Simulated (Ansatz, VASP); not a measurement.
# Fe3Ge: VASP beside Ansatz

```
Fe Ge
1.0
     0.00000    2.86061    2.86061
     2.86061    0.00000    2.86061
     2.86061    2.86061    0.00000
Fe Ge
3 1
Direct
  0.50000 0.50000 0.50000
  0.25000 0.25000 0.25000
  0.75000 0.75000 0.75000
  0.00000 0.00000 0.00000
```

Alike in both runs: task relaxation of cell and atoms; functional PBEsol; k mesh 12 × 12 × 12; occupations gaussian, width 0.1 eV; collinear spin.

|  | VASP | Ansatz |
| --- | --- | --- |
| version | VASP 6.6.1 | Ansatz 0.2.0 |
| potentials or method | VASP PAW PBE potentials, release 64 (Fe, Ge_d) | scalar-relativistic, plane waves, PAW |
| plane-wave cutoff (eV) | 600 | 420 |
| valence electrons in the cell | 38 | 62 |

Ansatz gave:

| Quantity | Value |
| --- | --- |
| gap on the k mesh at the Fermi level, each at its own relaxed structure (eV) | none |
| net moment per atom (μB) | 1.28 |
| size of the moment on the site where the two differ most (μB) | 0.04 |
| relaxed volume (Å³/atom) | 11.17 |
| relaxed cell length with the largest relative difference (Å) | 3.982 |
| energy change over the relaxation (meV/atom) | -16 |

Q: What did VASP give for the same quantities?

A: gap on the k mesh at the Fermi level, each at its own relaxed structure (eV): none; net moment per atom (μB): 1.28; size of the moment on the site where the two differ most (μB): 0.07; relaxed volume (Å³/atom): 11.18; relaxed cell length with the largest relative difference (Å): 3.984; energy change over the relaxation (meV/atom): -16.

Site moments also hang on the region over which each program counts them. A gap of «none» marks a metal or a gap that the smearing closes. The two sets of potentials don't hold the same shells in valence.

Caveats: the PAW data sets were made with another functional, which shifts forces and pressure a little (VASP).
